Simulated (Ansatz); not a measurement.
HfS₂ built on the CdI2 prototype, 3 atoms and 38 valence electrons in a cell of about 67 Å³, was run 17 times in the plane-wave code Ansatz, each time on 4 threads of Intel(R) Xeon(R) Platinum 8488C (Sapphire Rapids), with other jobs on the host.

```csv
run,k mesh,irreducible k,cutoff (eV),plane waves,bands,SCF iterations,wall time,peak host memory (GiB)
"relaxation, PBE-D3(BJ)",6×6×4,24,420,1255,23,51,?,?
"relaxation, r2SCAN+rVV10",12×12×4,69,500,1737,23,42,20 s,0.72
"bands, PBE",12×12×4,69,420,1315,23,7,?,?
"single point, r2SCAN",12×12×4,69,500,1737,23,8,?,?
"single point, HSE06",6×6×4,24,420,1315,23,19,?,?
"single point, PBE+SOC",12×12×4,69,420,1315,46,10,7.8 s,0.83
"single point, PBE0",6×6×4,24,420,1315,23,22,39 s,1.7
"single point, LDA",12×12×4,69,420,1315,23,7,?,?
"G0W0, PBE, 200 empty bands, 120 eV",6×6×2,14,420,1315,23,7,28 s,0.7
"relaxation, PBE-D4",12×12×4,69,420,1303,23,31,4.5 s,0.51
"field response, r2SCAN",6×6×4,47,500,1737,23,15,63 s,1.6
"field response, PBE",6×6×4,47,420,1315,23,15,?,?
"G0W0, PBE, 497 empty bands, 220 eV",6×6×2,14,420,1315,23,7,?,?
"single point, DDH-PBE0",6×6×4,24,420,1315,23,16,77 s,1.9
"single point, HSE06+SOC",6×6×2,14,420,1315,46,18,110 s,2.5
"single point, r2SCANh",6×6×4,24,500,1737,23,17,?,?
"single point, LC-ωPBE",6×6×4,24,420,1315,23,24,25 s,2.1
```

Problem. Estimate the missing times and memories.

Solution.
```json
{"run": "single point, r2SCAN", "wall time": "2.7 s", "peak host memory (GiB)": "0.64"}
{"run": "bands, PBE", "wall time": "1.7 s", "peak host memory (GiB)": "0.46"}
{"run": "field response, PBE", "wall time": "41 s", "peak host memory (GiB)": "1.7"}
{"run": "single point, LDA", "wall time": "1.3 s", "peak host memory (GiB)": "0.47"}
{"run": "G0W0, PBE, 497 empty bands, 220 eV", "wall time": "3.2 min", "peak host memory (GiB)": "1.2"}
{"run": "single point, HSE06", "wall time": "40 s", "peak host memory (GiB)": "1.7"}
{"run": "single point, r2SCANh", "wall time": "56 s", "peak host memory (GiB)": "2.3"}
{"run": "relaxation, PBE-D3(BJ)", "wall time": "3.8 s", "peak host memory (GiB)": "0.5"}
```

Only the levels marked +SOC include spin-orbit coupling.
